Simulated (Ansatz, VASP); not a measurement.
## One calculation of ZnS, two programs

```
CELL_PARAMETERS angstrom
0.00000 2.70200 2.70200
2.70200 0.00000 2.70200
2.70200 2.70200 0.00000
ATOMIC_POSITIONS crystal
Zn 0.25000 0.25000 0.25000
S 0.00000 0.00000 0.00000
```

Alike in both runs: task relaxation of cell and atoms; functional PBE; k mesh 6 × 6 × 6; no spin polarisation.

|  | VASP | Ansatz |
| --- | --- | --- |
| version | VASP 6.6.1 | Ansatz 0.2.0 |
| potentials or method | VASP PAW PBE potentials, release 64 (Zn, S) | plane waves, PAW |
| plane-wave cutoff (eV) | 600 | 420 |
| occupations | gaussian, width 0.01 eV | fixed |
| valence electrons in the cell | 18 | 18 |

Ansatz gave:

- relaxed volume (Å³/atom): 20.16
- relaxed cell length with the largest relative difference (Å): 3.849
- energy change over the relaxation (meV/atom): -2

Task: Which values does VASP return?

Result: Relaxed volume (Å³/atom): 20.21; relaxed cell length with the largest relative difference (Å): 3.852; energy change over the relaxation (meV/atom): -3.

A hybrid or GW would open this gap; PBE tends to underestimate it. PBE usually gives volumes a little too large and moduli too small. Zero-point motion and thermal expansion aren't in these numbers.
